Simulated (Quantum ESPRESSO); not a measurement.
A run of Quantum ESPRESSO 7.5:

File pw.in:

```
&CONTROL
  calculation = 'scf'
  prefix = 'pwscf'
  outdir = './tmp'
  pseudo_dir = './pseudo'
  tprnfor = .true.
  tstress = .true.
  disk_io = 'low'
/
&SYSTEM
  ibrav = 0
  celldm(1) = 8
  nat = 4
  ntyp = 1
  ecutwfc = 82
  nbnd = 14
  occupations = 'smearing'
  smearing = 'mv'
  degauss = 0.01469973
/
&ELECTRONS
  conv_thr = 8d-10
  electron_maxstep = 120
  mixing_beta = 0.5
/
ATOMIC_SPECIES
C     12.0110 C.upf
CELL_PARAMETERS alat
  0.5801996607641   0.0000000000000   0.0000000000000
 -0.2900998303820   0.5024676454959   0.0000000000000
  0.0000000000000   0.0000000000000   5.7008218776838
ATOMIC_POSITIONS crystal
C      0.6666666667    0.3333333333    0.5704754400
C      0.3333333333    0.6666666667    0.4295245600
C      0.0000000000    0.0000000000    0.4295312300
C      0.0000000000    0.0000000000    0.5704687700
K_POINTS automatic
8 8 1 0 0 0
```

relax.in

```
&CONTROL
  calculation = 'vc-relax'
  prefix = 'pwscf'
  outdir = './tmp'
  pseudo_dir = './pseudo'
  tprnfor = .true.
  tstress = .true.
  disk_io = 'low'
  nstep = 40
  forc_conv_thr = 0.0001
  etot_conv_thr = 1d-06
/
&SYSTEM
  ibrav = 0
  celldm(1) = 8
  nat = 4
  ntyp = 1
  ecutwfc = 82
  nbnd = 14
  occupations = 'smearing'
  smearing = 'mv'
  degauss = 0.01469973
/
&ELECTRONS
  conv_thr = 8d-10
  electron_maxstep = 120
  mixing_beta = 0.5
/
&IONS
  ion_dynamics = 'bfgs'
/
&CELL
  cell_dynamics = 'bfgs'
  press = 0
  press_conv_thr = 0.2
/
ATOMIC_SPECIES
C     12.0110 C.upf
CELL_PARAMETERS alat
  0.5801996607682   0.0000000000000   0.0000000000000
 -0.2900998303841   0.5024676454923   0.0000000000000
  0.0000000000000   0.0000000000000   5.7008218776838
ATOMIC_POSITIONS crystal
C      0.6666666666    0.3333333332    0.5704754400
C      0.3333333332    0.6666666666    0.4295245600
C     -0.0000000001   -0.0000000001    0.4295312300
C     -0.0000000001   -0.0000000001    0.5704687700
K_POINTS automatic
8 8 1 0 0 0
```

The input scf2.in:

```
&CONTROL
  calculation = 'scf'
  prefix = 'pwscf'
  outdir = './tmp'
  pseudo_dir = './pseudo'
  tprnfor = .true.
  tstress = .true.
  disk_io = 'low'
/
&SYSTEM
  ibrav = 0
  celldm(1) = 8
  nat = 4
  ntyp = 1
  ecutwfc = 82
  nbnd = 14
  occupations = 'smearing'
  smearing = 'mv'
  degauss = 0.01469973
/
&ELECTRONS
  conv_thr = 1d-13
  electron_maxstep = 120
  mixing_beta = 0.5
  startingpot = 'file'
  startingwfc = 'file'
/
ATOMIC_SPECIES
C     12.0110 C.upf
CELL_PARAMETERS alat
  0.5783470430823   0.0000000000068   0.0000000000000
 -0.2891735215471   0.5008632315095   0.0000000000000
  0.0000000000000   0.0000000000000   5.5709301027097
ATOMIC_POSITIONS crystal
C      0.6666666665    0.3333333331    0.5695466997
C      0.3333333331    0.6666666665    0.4304533003
C     -0.0000000002   -0.0000000002    0.4304752003
C     -0.0000000002   -0.0000000002    0.5695247997
K_POINTS automatic
8 8 1 0 0 0
```

The input ph.in:

```
phonons of C
&INPUTPH
  prefix = 'pwscf'
  outdir = './tmp'
  tr2_ph = 1d-18
  fildyn = 'dyn'
  niter_ph = 90
  alpha_mix(1) = 0.4
/
0.0000000000 0.0000000000 0.0000000000
```

dynmat.in

```
&INPUT
  fildyn = 'dyn'
  asr = 'crystal'
  filout = 'dynmat.disp'
  fileig = 'dynmat.eig'
/
```

Potentials or basis: PseudoDojo 0.4.1 SR LDA standard.

Run with:

```sh
$ OMP_NUM_THREADS=1 mpirun -n 4 pw.x -nk 2 -in pw.in > pw.out
$ OMP_NUM_THREADS=1 mpirun -n 4 pw.x -nk 2 -in relax.in > relax.out
$ OMP_NUM_THREADS=1 mpirun -n 4 pw.x -nk 2 -in scf2.in > scf2.out
$ OMP_NUM_THREADS=1 mpirun -n 4 ph.x -nk 2 -in ph.in > ph.out
$ OMP_NUM_THREADS=1 mpirun -n 1 dynmat.x -in dynmat.in > dynmat.out
```

Hardware: 4 MPI ranks on Intel(R) Xeon(R) Platinum 8259CL CPU @ 2.50GHz (Skylake/Cascade Lake), on a shared host.

Task: How long does it take, and how much memory?

Result: Wall time 5.5 min on 4 MPI ranks on Intel(R) Xeon(R) Platinum 8259CL CPU @ 2.50GHz (Skylake/Cascade Lake), on a shared host, peak memory 0.4 GiB a rank. Counts: scf iterations 111, k pools 2, bands 14, ion steps 14, k points 10, g dense 85517.
